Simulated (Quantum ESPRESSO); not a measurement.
The system is PtS2.

```
Pt S
1.0
     3.54320    0.00000    0.00000
    -1.77160    3.06850    0.00000
     0.00000    0.00000    5.03880
Pt S
1 2
Direct
  0.00000 0.00000 0.00000
  0.66667 0.33333 0.77300
  0.33333 0.66667 0.22700
```

```yaml
Program: Quantum ESPRESSO 7.5
Task: phonons
Functional: PBEsol
Potentials_or_basis: GBRV 1.5 PBEsol
Cutoff: 612 eV
Density_cutoff: 4898 eV
k_mesh: 4 × 4 × 2, shifted
Occupations: fermi-dirac, width 0.05 eV
Spin: no spin polarisation
Target_pressure: 10 GPa
Mixing_beta: 0.5
Most_SCF_iterations: 120
SCF_threshold: 6e-10 Ry
```

The cell and the atoms were relaxed first at 10 GPa, to 15.38 Å³/atom (a = 3.549 Å, b = 3.549 Å, c = 4.228 Å, α = 90.00°, β = 90.00°, γ = 120.00°), and the response was taken there.

Which optical modes does the crystal have at the zone centre, and which show in infrared and Raman spectra?

The optical modes are Eg + A2u + Eu + A1g. Infrared active: A2u + Eu. Raman active: Eg + A1g.

Optical modes at Γ, degenerate ones joined:
```
cm⁻¹  components  symmetry  active in
 328           2        Eg      Raman
 329           1       A2u         IR
 335           2        Eu         IR
 354           1       A1g      Raman
```

Caveat: the k mesh is coarse (spacing up to 0.62 Å⁻¹), so the values aren't converged; the mesh is thin for the phonons of a metal; the volume moved by over 15 % at a fixed basis, so the end points are rough; the cell is more than 3 GPa from zero pressure, which shifts response properties; the layers were relaxed without a dispersion term, so their spacing and the soft interlayer modes are unreliable.
